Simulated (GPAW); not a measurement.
The system is Ti2O.

```
Ti O
1.0
     2.91940    0.00000    0.00000
    -1.45970    2.52827    0.00000
     0.00000    0.00000    4.71300
Ti O
2 1
Direct
  0.33333 0.66667 0.72126
  0.66667 0.33333 0.27874
  0.00000 0.00000 0.00000
```

```yaml
Program: GPAW 26.7.0
Task: relaxation of cell and atoms
Functional: PBEsol
Dispersion: D3(BJ)+ATM
Potentials_or_basis: PAW data sets generated in the run's folder for this functional
Cutoff: 800 eV
Basis: pw
k_mesh: 8 × 8 × 4
Occupations: fermi-dirac, width 0.05 eV
Spin: no spin polarisation
```

At the start: pressure 0.0 GPa; volume 11.60 Å³/atom.

Task: How do energy, volume and symmetry change on relaxing?

Result: Over 9 steps the energy falls by 27.9 meV/atom and the volume is 11.65 Å³/atom (+0.4 %); space group P-3m1 (No. 164, to 0.05 Å).

The path:
```
step  energy change (eV)  largest force (eV/Å)  pressure (GPa)  volume (Å³)
   1              0.0000                1.2828            0.03        34.79
   2             -0.0407                0.8909            0.04        34.79
   3             -0.0798                0.0437            0.64        34.79
   4             -0.0805                0.0125            0.54        34.82
   5             -0.0826                0.0504           -0.10        34.95
   6             -0.0834                0.0344           -0.40        35.00
   7             -0.0836                0.0046           -0.44        35.00
   8             -0.0836                0.0088           -0.33        34.98
   9             -0.0836                0.0113           -0.12        34.94
```

Final structure:
```
Ti O
1.0
     2.93219    0.00000    0.00000
    -1.46610    2.53935    0.00000
     0.00000    0.00000    4.69295
Ti O
2 1
Direct
  0.33333 0.66667 0.73534
  0.66667 0.33333 0.26466
  0.00000 0.00000 0.00000
```

Caveat: later steps reuse the first step's grids; pairwise dispersion overbinds metals, which lowers pressure and volume.
